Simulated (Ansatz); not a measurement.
# InP: the cost of one run

Code: Ansatz 0.2.0. PAW datasets, plane waves. The values are computed, spin-unpolarised, and not measurements.

The COD entry's cell or inner coordinates are ideal or old and differ from later refinements, so a difference from it is no clean test against experiment.

## Step 1: The system as given

The unstrained cell was relaxed with r2SCAN; in each strained cell the atoms were relaxed again with r2SCAN. Names of k-points are those of the unstrained zone, where strain can split equivalent points. First state: -1.2 % strain along z alone.

Space group I-4m2 (No. 119), tetragonal; conventional cell a = 4.177 Å, c = 5.839 Å, 25.47 Å³ an atom. Around In lie 4 P at 2.55 Å; around P lie 4 In at 2.55 Å.

The structure in full:

Space group I-4m2 (No. 119). a = 4.177 Å, b = 4.177 Å, c = 5.839 Å, α = 90.00°, β = 90.00°, γ = 90.00°
```csv
atom,site,symmetry,x,y,z
In,2a,-4m2,0.0000,0.0000,0.0000
P,2c,-4m2,0.0000,0.5000,0.2500
```

## Step 2: -1.2 % strain along z alone: PBE

input.yaml reads:

```yaml
crystal:
  lattice:
    - [0.0, 2.9538133435, 2.9192537274]
    - [2.9538133435, 0.0, 2.9192537274]
    - [2.9538133435, 2.9538133435, 0.0]
  atoms:
    - { symbol: In, position: [0.0, 0.0, 0.0] }
    - { symbol: P, position: [0.25, 0.25, 0.25] }
kpoints:
  mp_grid: { grid: [8, 8, 8] }
  band_path:
    path:
      - [0.0, 0.0, 0.0]
      - [-0.5, -0.5, 0.0]
      - [-0.375, -0.375, 0.25]
      - [-0.375, 0.0, 0.375]
      - [0.0, 0.0, 0.5]
      - [-0.5, -0.25, 0.25]
    npoints: 1
hamiltonian:
  xc: pbe
scf:
  occupations: { method: fermi_dirac, width: 0.02 }
  n_extra_bands: 4
output:
  forces: true
  stress: true
  eigenvalues: true
```

Launch:

```
$ ansatz run input.yaml --threads 4 --pin off --max-ram 3686MiB --backend cpu --events-out ev --progress --plain --runs-dir out
```

What time and memory should one allow on 4 threads of Arm Neoverse N1, shared host?

About 2.4 s, with a peak of 0.37 GiB.
